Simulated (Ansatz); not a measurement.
Here is an unrelaxed guess for C.

This is a two-dimensional sheet: the third axis spans vacuum and isn't periodic.

```yaml
crystal:
  periodic: [true, true, false]
  lattice:
    - [2.45605, 0.00000, 0.00000]
    - [-1.22803, 2.12700, 0.00000]
    - [0.00000, 0.00000, 15.00000]
  atoms:
    - { symbol: C, position: [0.33333, 0.66667, 0.49821] }
    - { symbol: C, position: [0.66667, 0.33333, 0.50179] }
```

Level of theory: Ansatz, DFT PBE, scalar-relativistic, plane waves, PAW. Settings: cutoff 420 eV, Γ-centred mesh 12×12×1 on the computed 2-atom cell, Gaussian smearing of 0.10 eV; no spin polarisation.

Energies count from the standard state of C at the same level.

Q: What does a single point on this coarse mesh give?

A: The largest force is 0.90 eV/Å, and the energy is +0.02 eV/atom against the standard state. The shortest distance is 1.42 Å.

Q: How much does it gain on relaxing, and where does it end?

A: Relaxing gains under 0.1 eV/atom (the start's value is from the coarse mesh, so the gain is rough) in 6 ionic steps and ends at 0.00 eV/atom on the finer mesh. The symmetry goes from p-3m1 (No. 72) to p6/mmm (No. 80). The area per atom grows by 0.8 %, from 2.6 to 2.6 Å². The shortest distance stays 1.42 Å (C–C). In-plane cell: a = 2.466 Å, b = 2.466 Å, γ = 120.0°, thickness 0.00 Å between the outermost nuclei. C at height 0.00 Å has 3 C at 1.42 Å.

The last run used a 24×24×1 mesh for its 2-atom cell and Gaussian smearing of 0.10 eV. The reference form of C is held partly by dispersion forces, which this level lacks. The relaxation can't lower the symmetry of the start. A later test with randomly moved atoms came back to the same energy, though modes that don't fit the test's cell weren't probed.
